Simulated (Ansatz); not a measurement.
Crystal: Sb.

```xyz
1
Lattice="-1.8713 1.8713 1.8713 1.8713 -1.8713 1.8713 1.8713 1.8713 -1.8713" Properties=species:S:1:pos:R:3 pbc="T T T"
Sb    0.0000    0.0000    0.0000
```

This isn't the form of Sb at room conditions, which is rhombohedral.

Base run:

* Program: Ansatz 0.2.0
* Functional: BLYP
* Potentials or basis: Ansatz PAW
* Cutoff: 420 eV (not typed: the program's choice for these potentials)
* k mesh: 10 × 10 × 10
* Occupations: fermi-dirac, width 0.05 eV
* Spin: no spin polarisation

Its results: band gap on the k mesh none (metal or under the smearing width); pressure 9.0 GPa.

**Question.** The run is repeated on the same cell with these changes: functional from BLYP to PBE. What comes out?

**Answer.** Band gap on the k mesh none (metal or under the smearing width); pressure 3.2 GPa.

PBE binds more tightly than BLYP, so the same cell stands under less pressure.

Caveats: spin-orbit coupling is left out, which moves the levels of the heavy elements; the PAW data sets come from PBE, with cores solved anew for the run's functional, which leaves a small shift of forces and pressure (some runs).
